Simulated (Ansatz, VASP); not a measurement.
## W in VASP and in Ansatz

POSCAR

```
W
1.0
    2.5501248811      0.0000000000      0.0000000000
    0.0000000000      2.5501248811      0.0000000000
    0.0000000000      0.0000000000      2.5501248811
W
1
Direct
    0.0000000000      0.0000000000      0.0000000000
```

Contents of INCAR.step1:

```
SYSTEM = W
PREC = Accurate
ENCUT = 520
ISMEAR = -1
SIGMA = 0.1
LREAL = .False.
LASPH = .True.
NELM = 100
NBANDS = 13
GGA = PE
ALGO = Normal
EDIFF = 1E-4
LWAVE = .True.
LCHARG = .False.
```

INCAR.step2

```
SYSTEM = W
PREC = Accurate
ENCUT = 520
EDIFF = 1E-6
ISMEAR = -1
SIGMA = 0.1
LREAL = .False.
LASPH = .True.
NELM = 100
ALGO = Normal
ISIF = 2
LWAVE = .False.
LCHARG = .False.
METAGGA = R2SCAN
LMIXTAU = .True.
NBANDS = 13
ISTART = 1
```

KPOINTS

```
regular mesh
0
Gamma
  13 13 13
  0 0 0
```

Input for Ansatz:

```yaml
crystal:
  lattice:
    - [2.5501248811, 0.0, 0.0]
    - [0.0, 2.5501248811, 0.0]
    - [0.0, 0.0, 2.5501248811]
  atoms:
    - { symbol: W, position: [0.0, 0.0, 0.0] }
hamiltonian:
  xc: r2scan
  pseudopotentials:
    kind: paw
    azcp:
      W: "pseudopotentials/W.paw.azcp"
basis:
  ecutwfc: 500
  fft_grid_basis: typed
kpoints:
  mp_grid: { grid: [13, 13, 13], shift: [0, 0, 0] }
magnetization:
  spin_polarized: false
scf:
  occupations: { method: fermi_dirac, width: 0.1 }
  lower_state_search: "off"
output:
  stress: true
```

Alike in both runs: task single point; functional r2SCAN; k mesh 13 × 13 × 13; occupations fermi-dirac, width 0.1 eV; no spin polarisation.

|  | VASP | Ansatz |
| --- | --- | --- |
| version | VASP 6.6.1 | Ansatz 0.2.0 |
| potentials or method | VASP PAW PBE potentials, release 64 (W_sv) | plane waves (500 eV) with PAW, scalar-relativistic |
| plane-wave cutoff (eV) | 520 | 500 |
| valence electrons in the cell | 14 | 14 |

|  | VASP | Ansatz | Ansatz less VASP |
| --- | --- | --- | --- |
| pressure (GPa) | 22.9 | 21.1 | -1.82 |

With one functional, cell and mesh, what is left measures potentials, basis and numerics.

Caveats: so large a pressure means that the cell lies far from this level's equilibrium, or that cutoff or potentials fall short (VASP); the potentials were made for another functional, which shifts forces and pressure (VASP). The runs have no spin-orbit coupling, so splittings on W are missing.
